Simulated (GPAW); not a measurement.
HgTe (Coloradoite):

```
Hg Te
1.0
     0.00000    3.21450    3.21450
     3.21450    0.00000    3.21450
     3.21450    3.21450    0.00000
Hg Te
1 1
Direct
  0.00000 0.00000 0.00000
  0.75000 0.75000 0.75000
```

| Item | Value |
| --- | --- |
| Program | GPAW 26.7.0 |
| Task | relaxation of cell and atoms |
| Functional | PBE |
| Dispersion | D3(BJ) |
| Potentials or basis | GPAW PAW data sets (gpaw-data 1.2.1) |
| Cutoff | 600 eV |
| Basis | pw |
| k mesh | 7 × 7 × 7 |
| Occupations | fermi-dirac, width 0.05 eV |
| Spin | no spin polarisation |

At the start: pressure 2.5 GPa; volume 33.22 Å³/atom.

Q: How do energy, volume and symmetry change on relaxing?

A: Over 4 steps the energy falls by 13.5 meV/atom and the volume is 35.04 Å³/atom (+5.5 %); space group F-43m (No. 216, to 0.05 Å).

The path:
```
step  energy change (eV)  largest force (eV/Å)  pressure (GPa)  volume (Å³)
   1              0.0000                0.0000            2.46        66.43
   2             -0.0100                0.0000            1.91        67.16
   3             -0.0268                0.0000            0.14        69.85
   4             -0.0269                0.0000            0.01        70.07
```

Final structure:
```xyz
2
Lattice="0.0000 3.2722 3.2722 3.2722 0.0000 3.2722 3.2722 3.2722 0.0000" Properties=species:S:1:pos:R:3 pbc="T T T"
Hg    0.0000    0.0000    0.0000
Te    4.9083    4.9083    4.9083
```

Caveat: later steps reuse the first step's grids; pairwise dispersion overbinds metals, which lowers pressure and volume.
